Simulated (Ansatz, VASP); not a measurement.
SrO: VASP beside Ansatz

```xyz
2
Lattice="0.0000 2.6001 2.6001 2.6001 0.0000 2.6001 2.6001 2.6001 0.0000" Properties=species:S:1:pos:R:3 pbc="T T T"
Sr    2.6001    2.6001    2.6001
O     0.0000    0.0000    0.0000
```

Alike in both runs: task single point; functional LDA; k mesh 9 × 9 × 9; occupations fermi-dirac, width 0.05 eV; no spin polarisation.

|  | VASP | Ansatz |
| --- | --- | --- |
| version | VASP 6.6.1 | Ansatz 0.2.0 |
| potentials or method | VASP PAW LDA potentials, release 64 (Sr_sv, O) | JTH PAW LDA |
| plane-wave cutoff (eV) | 520 | 1380 |
| valence electrons in the cell | 16 | 16 |

```tsv
	VASP	Ansatz	Ansatz less VASP
gap on the k mesh at the Fermi level (eV)	3.18	3.23	+0.055
least direct gap on the mesh (eV)	3.29	3.34	+0.047
pressure (GPa)	-6.3	-7.0	-0.70
```

Caveats: an odd mesh through Γ misses points on the zone boundary, where band edges often lie (VASP); odd divisions of the mesh miss points on the zone boundary, where band edges often lie, so the gap on the mesh can be too wide (Ansatz).
